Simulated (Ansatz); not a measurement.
# 2H-WS2 bilayer (2H stacking) in a perpendicular field, part 2 of 4

What dipole does a perpendicular field induce in the 2H-WS2 bilayer (2H stacking), and does the gap follow? A positive field points along +c.

Ansatz 0.2.0; plane-wave DFT, r2SCAN-D4, Ansatz PAW (the session's first sound run).

So far. Step 2 (Relaxation): The lattice constant a goes from 3.180 to 3.172 Å.

## 3. Single point, field 0

A sawtooth potential applies the field, turning back in the middle of the vacuum. With the dipole correction the typed value is the field outside the slab. The induced dipole is small, so the SCF threshold is tight.

The cell differs from the one that the last finished run ended in (c 43.702 → 27.404 Å).

input.yaml reads:

```yaml
crystal:
  lattice:
    - [3.1721836709, 0.0, 0.0]
    - [-1.5860918355, 2.7471916445, 0.0]
    - [0.0, 0.0, 27.4035689022]
  atoms:
    - { symbol: S, position: [0.3333333333, 0.6666666667, 0.3284243754] }
    - { symbol: W, position: [0.0, 0.0, 0.3853829132] }
    - { symbol: S, position: [0.3333333333, 0.6666666667, 0.442334276] }
    - { symbol: S, position: [0.0, 0.0, 0.557665724] }
    - { symbol: W, position: [0.3333333333, 0.6666666667, 0.6146170868] }
    - { symbol: S, position: [0.0, 0.0, 0.6715756246] }
kpoints:
  mp_grid: { grid: [18, 18, 1] }
  band_path:
    path: [[0, 0, 0], [0.5, 0, 0], [0.33333333, 0.33333333, 0], [0, 0, 0]]
    npoints: 16
hamiltonian:
  xc: r2scan
  dispersion: d4
scf:
  occupations: { method: fermi_dirac, width: 0.05 }
  convergence: { dr2_threshold: 1.0e-10 }
efield:
  axis: 3
  dipole_correction: true
  ramp_position: 0.97
  ramp_width: 0.06
  amplitude: 0
output:
  dos: { projected: true, e_range: [-6, 5] }
  bader: true
  write_potential: true
  write_density: true
  volumetric_format: npy
  elf: true
```

The run is started by

```bash
> ansatz run input.yaml --threads 4 --pin off --max-ram 6144MiB --backend cpu --events-out ev --progress --plain --runs-dir out
```

Numbers of over 12 decimals in the logs are rounded to 6 here.

What it wrote:

```text
[...]
Crystal: 6 atoms, lattice volume = 238.811 Å³
Basis set: ecut = 500 eV, 6033 PW (Γ), exchange–correlation on 96×96×800 points (64 copies of the dense FFT grid, shifted against one another)
Bands: 32, of which v1, the nominal top of the filled ones, is band 26 counted from 1 (25 counted from 0)
Symmetry: 6 space group operations
k-points: 37 of 324 (time reversal used)
[...]
SCF iter   1: F=—  HF=-24423.888293 eV  |F-HF|=—  |Δ(HF+E_count)|=         —  Δρ=5.50e-3  dr2=7.24e-2  dr2_τ=1.71e-1  ethr=1.77e-3  p=-0.000 e·Å  D=-1.89e-14 V/Å  ΔV_dip=0.00 eV  dr2_dipole=1.71e-9  V_vac-E_F(+/−)=4.92/4.92 eV  ⟨swp⟩=8.6  Hψ=6372  notcnv=0
efield: sawtooth ramp at fractional position 0.9700 (set: `efield.ramp_position`, or a place that a band, a saddle search or an elastic batch's reference lends), width 0.0600; the density the first Hamiltonian is built on has a dipole p = -0.000 e·Å; the dipole correction subtracts the counter field D = -1.89e-14 V/Å, which shifts the + side's vacuum level by +0.00 eV against the − side's; the planar-averaged density in the ramp window peaks in size at 1.7e-5 e/Å³
[...]
SCF iter   2: F=—  HF=-24424.026431 eV  |F-HF|=—  |Δ(HF+E_count)|=   1.38e-1  Δρ=3.33e-3  dr2=3.27e-2  dr2_τ=3.81e-3  ethr=1.39e-4  p=-0.000 e·Å  D=-7.51e-6 V/Å  ΔV_dip=0.00 eV  dr2_dipole=2.09e-10  V_vac-E_F(+/−)=4.85/4.85 eV  ⟨swp⟩=3.1  Hψ=2572  notcnv=0  defer=33
[...]
SCF iter  13: F=-24424.032736 eV  HF=-24424.032736 eV  |F-HF|=1.46e-11  |Δ(HF+E_count)|=  6.55e-11  Δρ=3.71e-8  dr2=8.11e-12  dr2_τ=3.78e-13  ethr=1.00e-12  p=-0.000 e·Å  D=-5.30e-8 V/Å  ΔV_dip=0.00 eV  dr2_dipole=1.59e-13  V_vac-E_F(+/−)=4.77/4.77 eV  ⟨swp⟩=2.1  Hψ=2009  notcnv=0
SCF 1 converged in 13 iterations: F = -24424.032736 eV  dr2 = 8.11e-12
[...]
NSCF: frozen V_eff on 49 k-points
efield: sawtooth ramp at fractional position 0.9700 (kept from the solve that this one continues, or follows in the run), width 0.0600; the density the first Hamiltonian is built on has a dipole p = -0.000 e·Å; the dipole correction subtracts the counter field D = -5.30e-8 V/Å, which shifts the + side's vacuum level by +0.00 eV against the − side's; the planar-averaged density in the ramp window peaks in size at 1.0e-6 e/Å³
[...]
SCF converged after 13 iterations
Free energy (F): -24424.032736 eV
[...]
Internal energy: -24424.032736 eV  (E = F + TS)
E sigma→0 (E₀):  -24424.032736 eV
Entropy (-TS):   -0.000000 eV (-0.000 meV/atom)
Fermi energy:    2.742703 eV
Dipole field:    D = 0.000000 V/Å  (p = 0.000001 e·Å, saw-weighted, corrected)
Work function:   Φ+ = 4.7671 eV   Φ− = 4.7672 eV
Levels:          The Fermi level and band energies are counted from a zero that moves with the ramp; work functions are not
[...]
--- Band table (eV; the first three rows and the last of 37) ---
  k-point 0: bands = [... 22 lower, -0.1589, -0.1530, 1.3856, 1.9988, 4.6877, 4.6877, 4.6951, 4.6951, ... 2 higher]
  k-point 1: bands = [... 22 lower, -0.1025, 0.1605, 1.3727, 1.9336, 4.6473, 4.6582, 4.7180, 4.7372, ... 2 higher]
  k-point 2: bands = [... 22 lower, -0.0408, 0.3265, 1.3113, 1.7233, 4.3915, 4.5148, 4.5847, 4.6174, ... 2 higher]
  k-point 36: bands = [... 22 lower, -0.9111, -0.9111, 1.5287, 1.6098, 3.5355, 3.5355, 4.8856, 5.4250, ... 2 higher]
--- Bader charges: 6 sites ---
  site symbol  charge [e]  shift [e]
     0      S     -0.7305     0.0023
     1      W      1.4603     0.0047
     2      S     -0.7298     0.0023
     3      S     -0.7298     0.0023
     4      W      1.4603     0.0047
     5      S     -0.7305     0.0023
  estimated error of the sums over rays = 8.3e-4 e
```

It took 44 s on 4 threads of Arm Neoverse V1, shared host; peak memory 1.1 GiB; 2.9 min of CPU time.

This step gave:

```
dipole along the normal            : 5.79e-7 e·Å
gap along the path                 : 1.537 eV
smallest direct gap along the path : 1.926 eV
ionisation energy, upper face      : 5.511 eV
electron affinity, upper face      : 3.974 eV
gap, the smaller of path and mesh  : 1.537 eV
```

Running mean over a fixed 2.6 Å (it still follows the layers) of the planar mean; the ramp of the sawtooth is left out. Electron's electrostatic potential energy less the Fermi level against z:

z (Å), electron's electrostatic potential energy less the Fermi level (eV) and a bar from the least value:
```
        4        4.8 ##############################
        5        4.8 ##############################
        6        4.7 ##############################
        7        4.1 #############################
        8       -0.5 #####################
        9       -6.3 ##########
       10      -12.1 
       11      -12.1 
       12       -7.3 #########
       13       -1.4 ###################
       14        0.0 ######################
       15       -4.2 ##############
       16      -11.5 #
       17      -12.0 
       18       -9.6 #####
       19       -2.5 #################
       20        2.6 ##########################
       21        4.7 ##############################
       22        4.8 ##############################
       23        4.8 ##############################
       24        4.8 ##############################
```

The density of states has structure finer than the step of the table below, so its rows give means over 0.25 eV, whole bins alone (the curve runs from -6 to 1.66 eV). Peaks (eV: height): -5.860: 11.9, -5.610: 12.1, -4.760: 20.2, -4.570: 9.07, -3.460: 10.7, -2.090: 8.22, 1.640: 10.8.

The density of states by energy, zero at the Fermi level of the run, which the smearing sets inside the gap; means over each step:

energy (eV), density of states (states/eV a cell) and a bar:
```
    -5.75        6.8 #########################
    -5.50        5.4 ####################
    -5.25        2.1 ########
    -5.00        4.3 ################
    -4.75        8.2 ##############################
    -4.50        4.6 #################
    -4.25        3.1 ###########
    -4.00        3.4 ############
    -3.75        2.9 ###########
    -3.50        8.1 ##############################
    -3.25        6.1 ######################
    -3.00        5.0 ##################
    -2.75        4.4 ################
    -2.50        2.0 #######
    -2.25        3.2 ############
    -2.00        5.7 #####################
    -1.75        3.3 ############
    -1.50        2.4 #########
    -1.25        1.0 ####
    -1.00        0.3 #
    -0.75        0.1 #
    -0.50        0.0 
    -0.25        0.0 
     0.00        0.0 
     0.25        0.0 
     0.50        0.0 
     0.75        0.1 
     1.00        2.2 ########
     1.25        4.0 ###############
     1.50        5.9 #####################
```

Projected DOS per atom over height of the atomic layer and energy from the Fermi level. Layers: S W S S W S from below.

Values in states/eV, 22 rows by 6 columns, each cell a mean:
```
0.53 1.86 0.45 0.45 1.86 0.53
0.22 0.96 0.28 0.28 0.96 0.22
0.02 0.13 0.03 0.03 0.13 0.02
0.00 0.00 0.00 0.00 0.00 0.00
0.00 0.00 0.00 0.00 0.00 0.00
0.00 0.00 0.00 0.00 0.00 0.00
0.00 0.01 0.00 0.00 0.01 0.00
0.01 0.10 0.05 0.05 0.10 0.01
0.09 0.49 0.10 0.10 0.49 0.09
0.21 1.00 0.20 0.20 1.00 0.21
0.40 1.78 0.40 0.40 1.78 0.40
0.41 0.56 0.34 0.34 0.56 0.41
0.80 0.19 0.81 0.81 0.19 0.80
1.03 0.41 1.02 1.02 0.41 1.03
1.49 0.93 1.49 1.49 0.93 1.49
0.55 0.64 0.56 0.56 0.64 0.55
0.47 0.62 0.48 0.48 0.62 0.47
0.60 0.66 0.62 0.62 0.66 0.60
1.28 1.21 1.22 1.22 1.21 1.28
0.52 0.44 0.50 0.50 0.44 0.52
0.92 0.85 0.88 0.88 0.85 0.92
1.06 0.90 0.94 0.94 0.90 1.06
```
Columns: height of the atomic layer (Å) from 9 to 18.4 (not evenly spaced); rows upwards: energy from the Fermi level (eV) from -5.96 to 1.6.

Electronic bands along the path, in eV, zero at the Fermi level of the run, which the smearing sets inside the gap:

```csv
point,band 23,band 24,band 25,band 26,band 27,band 28,band 29,band 30
Γ,-2.90,-2.90,-1.36,-0.74,1.95,1.95,1.95,1.95
halfway,-3.07,-2.72,-2.06,-2.01,1.20,1.53,1.61,1.62
M,-2.60,-2.52,-2.18,-2.10,1.88,1.90,2.29,2.40
halfway,-3.51,-3.35,-1.69,-1.59,1.52,1.55,2.54,2.65
K,-3.65,-3.65,-1.21,-1.13,0.79,0.79,2.14,2.68
halfway,-2.68,-2.54,-2.07,-2.05,0.87,1.25,1.77,1.94
Γ,-2.90,-2.90,-1.36,-0.74,1.95,1.95,1.95,1.95
```

Electrostatic potential energy in the ca plane at fractional y = 0.667, with atoms of S and W within 0.2 Å of it. With pseudopotentials it is smooth inside the atoms' cores, unlike the true potential.

Ten even steps from '0' (-41 eV) to '9' (8 eV), each cell a mean:
```
99999999999999999999988645789999999987788888
99999999999999999999988645789999999987788888
99999999999999999998788766787889999988887667
99999999999999999973236888752258999999862002
99999999999999999851214888721217999999840000
99999999999999999841213888621216999999840000
99999999999999999973126888752148999999862002
99999999999999999998778767787789999988886556
```
Columns run along c (16.0 Å, from fractional 0.06 to 0.65 of the cell; values clipped at the 3rd and 97th percentile), rows up along a (3.2 Å). Atoms in or near the plane, at fractional coordinates: S at (0.33, 0.33), S at (0.44, 0.33), W at (0.61, 0.33).

ELF in the ca plane at fractional y = 0.667, with atoms of S and W within 0.2 Å of it. It is the smooth field of the valence electrons, not physical close to the nuclei.

Ten even steps from '0' (0.00) to '9' (0.94), each cell a mean:
```
00000000000000000012332233123321004787764224
00000000000000000011221233122210004788764334
00000000000000013567775222367775101567752222
00000000000000247998887422688899600134424664
00000000000001368996147523662389820001237447
00000000000001378996137523661289820001247337
00000000000000257998788522687799610124325775
00000000000000014678875222368876201466642332
```
Columns run along c (16.0 Å, from fractional 0.06 to 0.65 of the cell), rows up along a (3.2 Å). Atoms in or near the plane, at fractional coordinates: S at (0.33, 0.33), S at (0.44, 0.33), W at (0.61, 0.33).

Valence density in the ca plane at fractional y = 0.667, with atoms of S and W within 0.2 Å of it. It is the smooth field of the valence electrons, not physical close to the nuclei.

Values in e/Å³, 5 rows by 16 columns, each cell a mean:
```
0.0 0.0 0.0 0.0 0.0 0.0 0.1 0.2 0.5 0.6 0.2 0.1 0.1 0.5 0.4 0.3
0.0 0.0 0.0 0.0 0.0 0.0 0.1 0.5 0.5 0.5 0.5 0.1 0.1 0.4 0.5 0.7
0.0 0.0 0.0 0.0 0.0 0.0 0.5 0.9 0.6 0.5 0.9 0.5 0.0 0.2 1.6 3.6
0.0 0.0 0.0 0.0 0.0 0.0 0.6 0.8 0.6 0.6 0.8 0.6 0.0 0.1 2.1 4.4
0.0 0.0 0.0 0.0 0.0 0.0 0.2 0.7 0.5 0.5 0.7 0.3 0.1 0.3 0.7 1.4
```
Columns run along c (16.0 Å, from fractional 0.06 to 0.65 of the cell), rows up along a (3.2 Å). Atoms in or near the plane, at fractional coordinates: S at (0.33, 0.33), S at (0.44, 0.33), W at (0.61, 0.33).

The gap is 1.54 eV, with the valence edge 5.51 eV and the conduction edge 3.97 eV under the upper vacuum level. Spin-orbit coupling, left out in this run, matters for the bands of elements this heavy.

## 4. Atoms held, field 0.1 V/Å

Edit input.yaml of step 3 so:

```diff
@@ -28,6 +28,4 @@
   ramp_width: 0.06
-  amplitude: 0
+  amplitude: 0.1
 output:
-  dos: { projected: true, e_range: [-6, 5] }
-  bader: true
   write_potential: true
@@ -35,2 +33 @@
   volumetric_format: npy
-  elf: true
```

What it wrote:

```text
[...]
Crystal: 6 atoms, lattice volume = 238.811 Å³
Basis set: ecut = 500 eV, 6033 PW (Γ), exchange–correlation on 96×96×800 points (64 copies of the dense FFT grid, shifted against one another)
Bands: 32, of which v1, the nominal top of the filled ones, is band 26 counted from 1 (25 counted from 0)
Symmetry: 6 space group operations
k-points: 37 of 324 (time reversal used)
[...]
k-point 0: bands = [... 22 lower, -0.1087, -0.1087, 1.3808, 2.0037, 4.6326, 4.6326, 4.7419, 4.7419, ... 2 higher]
  k-point 1: bands = [... 22 lower, -0.1110, 0.1699, 1.3675, 1.9389, 4.5917, 4.6660, 4.7135, 4.7162, ... 2 higher]
  k-point 2: bands = [... 22 lower, -0.0490, 0.3337, 1.3044, 1.7305, 4.3685, 4.5089, 4.5872, 4.5879, ... 2 higher]
  k-point 36: bands = [... 22 lower, -0.9665, -0.8549, 1.4969, 1.6410, 3.4756, 3.5948, 4.8788, 5.4310, ... 2 higher]
[key lines of the parts left out:]
SCF converged after 13 iterations
Free energy (F): -24424.035175 eV
Fermi energy:    2.733889 eV
Dipole field:    D = 0.036958 V/Å  (p = 0.048775 e·Å, saw-weighted, corrected)
```

Wall time 31 s (4 threads); peak memory 1.1 GiB.

The dipole is 0.0488 e·Å, and the gap 1.472 eV.

## 5. Atoms held, field -0.1 V/Å

Edit input.yaml of step 4 so:

```diff
@@ -28,3 +28,3 @@
   ramp_width: 0.06
-  amplitude: 0.1
+  amplitude: -0.1
 output:
```

What it wrote:

```text
[...]
Crystal: 6 atoms, lattice volume = 238.811 Å³
Basis set: ecut = 500 eV, 6033 PW (Γ), exchange–correlation on 96×96×800 points (64 copies of the dense FFT grid, shifted against one another)
Bands: 32, of which v1, the nominal top of the filled ones, is band 26 counted from 1 (25 counted from 0)
Symmetry: 6 space group operations
k-points: 37 of 324 (time reversal used)
[...]
k-point 0: bands = [... 22 lower, -0.1087, -0.1087, 1.3808, 2.0037, 4.6326, 4.6326, 4.7419, 4.7419, ... 2 higher]
  k-point 1: bands = [... 22 lower, -0.1110, 0.1699, 1.3675, 1.9389, 4.5917, 4.6660, 4.7135, 4.7162, ... 2 higher]
  k-point 2: bands = [... 22 lower, -0.0490, 0.3337, 1.3044, 1.7305, 4.3685, 4.5089, 4.5872, 4.5879, ... 2 higher]
  k-point 36: bands = [... 22 lower, -0.9665, -0.8549, 1.4969, 1.6410, 3.4756, 3.5948, 4.8788, 5.4310, ... 2 higher]
[key lines of the parts left out:]
SCF converged after 13 iterations
Free energy (F): -24424.035175 eV
Fermi energy:    2.733889 eV
Dipole field:    D = -0.036958 V/Å  (p = -0.048775 e·Å, saw-weighted, corrected)
```

It took 31 s on 4 threads; peak memory 1.1 GiB.

The dipole is -0.0488 e·Å, and the gap 1.472 eV.

## 6. Atoms held, field 0.2 V/Å

Edit input.yaml of step 5 so:

```diff
@@ -28,3 +28,3 @@
   ramp_width: 0.06
-  amplitude: -0.1
+  amplitude: 0.2
 output:
```

What it wrote:

```text
[...]
Crystal: 6 atoms, lattice volume = 238.811 Å³
Basis set: ecut = 500 eV, 6033 PW (Γ), exchange–correlation on 96×96×800 points (64 copies of the dense FFT grid, shifted against one another)
Bands: 32, of which v1, the nominal top of the filled ones, is band 26 counted from 1 (25 counted from 0)
Symmetry: 6 space group operations
k-points: 37 of 324 (time reversal used)
[...]
k-point 0: bands = [... 22 lower, -0.0504, -0.0504, 1.3668, 2.0181, 4.5723, 4.5723, 4.7146, 4.7146, ... 2 higher]
  k-point 1: bands = [... 22 lower, -0.1327, 0.1948, 1.3527, 1.9544, 4.5294, 4.6074, 4.6649, 4.6746, ... 2 higher]
  k-point 2: bands = [... 22 lower, -0.0717, 0.3534, 1.2852, 1.7509, 4.3186, 4.4724, 4.5334, 4.6227, ... 2 higher]
  k-point 36: bands = [... 22 lower, -1.0206, -0.7983, 1.4422, 1.6938, 3.4152, 3.6534, 4.8593, 5.4483, ... 2 higher]
[key lines of the parts left out:]
SCF converged after 13 iterations
Free energy (F): -24424.042492 eV
Fermi energy:    2.716850 eV
Dipole field:    D = 0.073932 V/Å  (p = 0.097572 e·Å, saw-weighted, corrected)
```

Elapsed: 32 s, on 4 threads; peak memory 1.1 GiB; 2.1 min of CPU time.

The dipole is 0.0976 e·Å, and the gap 1.397 eV.

## 7. Single point, field -0.2 V/Å

Edit input.yaml of step 6 so:

```diff
@@ -28,3 +28,3 @@
   ramp_width: 0.06
-  amplitude: 0.2
+  amplitude: -0.2
 output:
```

What it wrote:

```text
[...]
Crystal: 6 atoms, lattice volume = 238.811 Å³
Basis set: ecut = 500 eV, 6033 PW (Γ), exchange–correlation on 96×96×800 points (64 copies of the dense FFT grid, shifted against one another)
Bands: 32, of which v1, the nominal top of the filled ones, is band 26 counted from 1 (25 counted from 0)
Symmetry: 6 space group operations
k-points: 37 of 324 (time reversal used)
[...]
k-point 0: bands = [... 22 lower, -0.0504, -0.0504, 1.3668, 2.0181, 4.5723, 4.5723, 4.7146, 4.7146, ... 2 higher]
  k-point 1: bands = [... 22 lower, -0.1327, 0.1948, 1.3527, 1.9544, 4.5294, 4.6074, 4.6649, 4.6746, ... 2 higher]
  k-point 2: bands = [... 22 lower, -0.0717, 0.3534, 1.2852, 1.7509, 4.3186, 4.4724, 4.5334, 4.6227, ... 2 higher]
  k-point 36: bands = [... 22 lower, -1.0206, -0.7983, 1.4422, 1.6937, 3.4152, 3.6534, 4.8593, 5.4483, ... 2 higher]
[key lines of the parts left out:]
SCF converged after 13 iterations
Free energy (F): -24424.042492 eV
Fermi energy:    2.716850 eV
Dipole field:    D = -0.073932 V/Å  (p = -0.097572 e·Å, saw-weighted, corrected)
```

Run time: 32 s. Hardware: 4 threads; peak memory 1.1 GiB; 2.1 min of CPU time.

The dipole is -0.0976 e·Å, and the gap 1.397 eV.

## 8. Atoms held, field 0.35 V/Å

Edit input.yaml of step 7 so:

```diff
@@ -28,4 +28,6 @@
   ramp_width: 0.06
-  amplitude: -0.2
+  amplitude: 0.35
 output:
+  dos: { projected: true, e_range: [-6, 5] }
+  bader: true
   write_potential: true
@@ -33 +35,2 @@
   volumetric_format: npy
+  elf: true
```

What it wrote:

```text
[...]
Crystal: 6 atoms, lattice volume = 238.811 Å³
Basis set: ecut = 500 eV, 6033 PW (Γ), exchange–correlation on 96×96×800 points (64 copies of the dense FFT grid, shifted against one another)
Bands: 32, of which v1, the nominal top of the filled ones, is band 26 counted from 1 (25 counted from 0)
Symmetry: 6 space group operations
k-points: 37 of 324 (time reversal used)
[...]
k-point 36: bands = [... 22 lower, -1.0973, -0.7133, 1.3536, 1.7772, 3.3238, 3.7398, 4.8109, 5.4905, ... 2 higher]
--- Bader charges: 6 sites ---
  site symbol  charge [e]  shift [e]
     0      S     -0.7459     0.0023
     1      W      1.4601     0.0047
     2      S     -0.7193     0.0023
     3      S     -0.7403     0.0023
     4      W      1.4604     0.0047
     5      S     -0.7150     0.0023
  estimated error of the sums over rays = 8.1e-4 e
[key lines of the parts left out:]
SCF converged after 18 iterations
Free energy (F): -24424.062620 eV
Fermi energy:    2.692706 eV
Dipole field:    D = 0.129431 V/Å  (p = 0.170817 e·Å, saw-weighted, corrected)
```

The job ended after 49 s (4 threads; peak memory 1.1 GiB).

The dipole is 0.171 e·Å, and the gap 1.269 eV.

[end of part 2 of 4]

[Logs are printed without paths, hosts, clocks, repeated set-up lines and the standing remarks that a program may print on its own settings, such as how far it seeks lower states.]

[Hosts, paths, dates, database ids (printed as entryN), source tags and the programs' standing remarks are cut or masked in the printed files.]

[Maps of the electrostatic potential energy from Ansatz leave out the sawtooth potential of an applied field or a dipole correction, so their vacuum need not be flat; planar profiles and work functions include it.]

[The density of states shown here was stored with 400 of the rows of the run's finer table, so its peaks can read low, often by over a quarter, or be missed, and its means over a window can be off by a tenth or more.]
